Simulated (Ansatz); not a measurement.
# SrTe: which shells make which states

```xyz
2
Lattice="0.0000 3.3558 3.3558 3.3558 0.0000 3.3558 3.3558 3.3558 0.0000" Properties=species:S:1:pos:R:3 pbc="T T T"
Sr    0.0000    0.0000    0.0000
Te    3.3558    3.3558    3.3558
```

Atoms are numbered in the order listed.

The cell is the one relaxed in the Materials Project (mp-1958), not relaxed further here; entries there can be hypothetical.

Spin–orbit coupling is left out, though it moves levels of the heavy atoms by tenths of an eV or more.

Computed with DFT, PBE, all-electron LAPW, scalar-relativistic in Ansatz 0.2.0.

Settings: a Γ-centred 7×7×7 k mesh, Fermi–Dirac smearing of 0.01 eV, basis error target 0.5 meV/atom, no spin polarisation.

Weights are projections on a minimal set of Löwdin-orthogonalised atomic shells, summed over atoms of an element; the rest lies outside that basis, and weights on diffuse cation s shells are inflated where empty shells are missing from it. Energies are in eV from the valence-band top.

Points: W (0.500, 0.250, 0.750), L (0.500, 0.500, 0.500).

| state | character |
| --- | --- |
| W, -9.38 eV | ? |
| W, -1.52 eV (×2) | ? |
| W, -1.46 eV | ? |
| L, -9.31 eV | Te 5s 98 % |
| L, -2.75 eV | Te 5p 71 %, Sr 5s 27 % |
| L, -1.05 eV (×2) | ? |

Give the missing entry: row "W, -1.46 eV", column "character".

Te 5p 85 %, Sr 5s 12 %.

What belongs in the row "L, -1.05 eV (×2)", column "character"?

Te 5p 93 %.

What belongs in the row "W, -9.38 eV", column "character"?

Te 5s 99 %.

Fill in "character" for the row "W, -1.52 eV (×2)".

Te 5p 94 %.
